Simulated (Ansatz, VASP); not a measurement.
Mg2Zn3O in VASP and in Ansatz

```
CELL_PARAMETERS angstrom
3.03034 0.00000 0.00000
-1.51517 2.62435 0.00000
0.00000 0.00000 11.09353
ATOMIC_POSITIONS crystal
Mg 0.66667 0.33333 0.88755
Mg 0.33333 0.66667 0.11245
Zn 0.33333 0.66667 0.68165
Zn 0.00000 0.00000 0.50000
Zn 0.66667 0.33333 0.31835
O 0.00000 0.00000 0.00000
```

Alike in both runs: functional PBE; k mesh 6 × 6 × 2; occupations gaussian, width 0.2 eV; no spin polarisation.

Ansatz relaxed the structure, and its values are those at the end. VASP's run is a single point on that final structure, the one shown.

|  | VASP | Ansatz |
| --- | --- | --- |
| version | VASP 6.6.1 | Ansatz 0.2.0 |
| potentials or method | VASP PAW PBE potentials, release 64 (Mg, Zn, O) | scalar-relativistic, plane waves, PAW |
| plane-wave cutoff (eV) | 520 | 420 |
| valence electrons in the cell | 46 | 62 |

|  | VASP | Ansatz | Ansatz less VASP |
| --- | --- | --- | --- |
| gap on the k mesh at the Fermi level (eV) | none | none | - |
| pressure (GPa) | 0.1 | 0.2 | +0.07 |
| rms of the force components (eV/Å) | 0.006 | 0.005 | -0.0009 |

A gap of «none» marks a metal or a gap that the smearing closes. The two sets of potentials don't hold the same shells in valence.

Caveats: the k mesh is coarse (spacing up to 0.40 Å⁻¹), so the values aren't converged.
